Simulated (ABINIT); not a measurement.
Runs of ABINIT 10.8.3 (patched build) on SnSe2. The structure is trigonal, space group P-3m1 (No. 164). The conventional cell has a = 3.811 Å, b = 3.811 Å, c = 6.136 Å, α = 90.00°, β = 90.00°, γ = 120.00°. Sn (site symmetry -3m) has 6 Se at 2.68 Å as nearest neighbours. Se (site symmetry 3m) has 3 Sn at 2.68 Å as nearest neighbours. 

| task | level | potentials or basis | k mesh | cutoff (eV) | fine-grid cutoff | gap on the mesh (eV) | largest force (eV/Å) |
| --- | --- | --- | --- | --- | --- | --- | --- |
| band structure | PW91 | JTH PAW PBE v2.0 | 8 × 8 × 5 | 408 | 816.342 eV | 0.79 | 0.80 |
| single point | LDA | JTH PAW LDA v2.0 | 6 × 6 × 4 | 408 | 816.342 eV | 0.69 | 0.47 |
| band structure | LDA-Teter | JTH PAW LDA v2.0 sp | 8 × 8 × 5 | 408 | 816.342 eV | 0.64 | 0.53 |
| band structure | AM05 | JTH PAW PBE v2.0 | 8 × 8 × 5 | 408 | 816.342 eV | 0.77 | (a) |
| band structure | rPW86PBE | JTH PAW PBE v2.0 sp | 8 × 8 × 5 | 408 | 816.342 eV | 0.74 | 1.21 |
| single point | LDA | JTH PAW LDA v2.0 | 5 × 5 × 3 | 408 | 816.342 eV | 0.65 | 0.43 |
| band structure | SOGGA | JTH PAW PBE v2.0 | 8 × 8 × 5 | 408 | 816.342 eV | 0.74 | 0.55 |
| band structure | AM05 | JTH PAW PBE v2.0 sp | 8 × 8 × 5 | 408 | 816.342 eV | 0.74 | (b) |
| band structure | BLYP | JTH PAW PBE v2.0 sp | 8 × 8 × 5 | 408 | 816.342 eV | 0.76 | (c) |
| band structure | HCTH407 | JTH PAW PBE v2.0 | 8 × 8 × 5 | 408 | 816.342 eV | 0.99 | 0.43 |
| band structure | revPBE | JTH PAW PBE v2.0 | 8 × 8 × 5 | 408 | 816.342 eV | 0.86 | 0.82 |

Alike in all rows: no spin polarisation; cell as given; smearing fermi-dirac 0.05 eV.

Fill in the values left out.

(a) 0.51; (b) 0.56; (c) 1.11.

Caveats: spin-orbit coupling is left out, which moves the levels of the heavy elements; an odd mesh through Γ misses points on the zone boundary, where band edges often lie (some runs); the PAW data sets were made with another functional, which shifts forces and pressure a little (some runs); this set keeps more shells in the core, which shifts pressures and gaps (some runs).

A k mesh can miss the band edges, and the runs leave out spin-orbit coupling on Se, Sn.

The runs don't all hold the same shells in valence.

Runs at the PBE level aren't shown here.
